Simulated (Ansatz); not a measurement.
BaTiO3 (Pm-3m): birefringence under uniaxial strain

Cubic BaTiO3 (Pm-3m) is strained along the cube axis z = [001] with x and y held fixed, and the static electronic response is computed along x and z.

Cell: a, b, c = 4.006, 4.006, 4.006 Å (primitive vectors), 5 atoms.

Method: Ansatz 0.2.0, PBE, independent particles, k-mesh 6×6×6 with interpolation inside its cells, Gaussian parameter 0.1 eV.

Launch of the response step: `ansatz run input.yaml --threads 4 --pin off --max-ram 8192MiB --backend cpu --events-out ev --progress --plain --runs-dir out`. The series took 1.7 min in all, on 4 threads of Intel(R) Xeon(R) Platinum 8488C (Sapphire Rapids), on a shared host.

| strain along z (%) | ε∞ along x | ε∞ along z | ε_z − ε_x |
| --- | --- | --- | --- |
| -2.0 | 6.7669 | 6.8587 | +0.0919 |
| -1.0 | 6.8002 | 6.8467 | +0.0466 |
| +0.0 | 6.8345 | 6.8345 | +0.0000 |
| +1.0 | 6.8702 | 6.8245 | -0.0457 |
| +2.0 | ? | ? | ? |
| +3.0 | 6.9396 | 6.8122 | -0.1274 |

To first order the splitting is linear in the strain, ε_z − ε_x = −ε² (p₁₁ − p₁₂) · strain.

Working, on the rows shown:

| x = strain | y = ε_z − ε_x |
| --- | --- |
| -0.02 | 0.0919 |
| -0.01 | 0.0466 |
| 0 | 0 |
| 0.01 | -0.0457 |
| 0.03 | -0.1274 |

Means: x̄ = 0.002, ȳ = -0.00692. Σ(x − x̄)(y − ȳ) = -0.006514, Σ(x − x̄)² = 0.00148. Slope = -0.006514 / 0.00148 = -4.401; intercept = ȳ − slope · x̄ = 0.0018824. The line misses the rows shown by at most 0.0036.

Question: Fill in the last column of the withheld row.

Answer: At x = 0.02 the line gives y = -0.086142. The run gave -0.0875, so the interpolation is off by 0.0014, 0.6 % of the range in the table.

Between the rows on either side of x = 0 the slope is (-0.0457 − 0.0466) / (0.01 − (-0.01)) = -4.615. So p₁₁ − p₁₂ = +4.62 / 6.83² = +0.099, and 1 % of strain gives n_z − n_x = -0.0088. These are long-wavelength values at fixed fractional positions; over small gaps they hang strongly on the gap. Excitons are left out and so are local fields; PBE gaps are as a rule too small. Spin-orbit coupling is left out.
